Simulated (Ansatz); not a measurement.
A plane-wave DFT run in Ansatz 0.2.0 (scalar-relativistic PAW potentials unless the input names others): input and command.

```yaml
crystal:
  lattice:
    - [-3.1136926464, 0.0, 0.0]
    - [0.0, 5.3930738627, 0.0]
    - [1.5568463232, -2.6965369313, -4.9834165464]
  atoms:
    - { symbol: Al, position: [0.999445008, 0.329834016, 0.9988900159] }
    - { symbol: Al, position: [0.4990469159, 0.8353245746, 0.9980938319] }
    - { symbol: Al, position: [0.2500389229, 0.9169442248, 0.5000778458] }
    - { symbol: Al, position: [0.748453001, 0.4148810324, 0.496906002] }
    - { symbol: "N", position: [0.8004307071, 0.1344859561, 0.6008614142] }
    - { symbol: "N", position: [0.316077369, 0.6486887867, 0.632154738] }
    - { symbol: "N", position: [0.0582540381, 0.7527341565, 0.1165080761] }
    - { symbol: "N", position: [0.558254038, 0.1971072529, 0.1165080761] }
basis:
  ecutwfc: 420
kpoints:
  mp_grid: { grid: [8, 8, 8] }
hamiltonian:
  xc: pbesol
scf:
  max_iter: 60
output:
  forces: true
  eigenvalues: true
  stress: true
```

```bash
ansatz run input.yaml --threads 2 --pin off --max-ram 5120MiB --backend cpu --events-out ev --progress --plain --runs-dir out
```

Question: Will this input run?

Answer: The program refuses it, because of no occupation method (scf.occupations: {"method": "gaussian", "width": 0.05} → not typed). With the sound run's settings it is accepted.

Abridged log:
```
Error: YAML parse error: `scf.occupations.method` is required: fixed only where the cell keeps a band gap throughout the run, explicit beside scf.occupations.values (under evaluate: without them), else a smearing such as fermi_dirac (scf.occupations.width is optional; its entry in the input reference gives the default)
```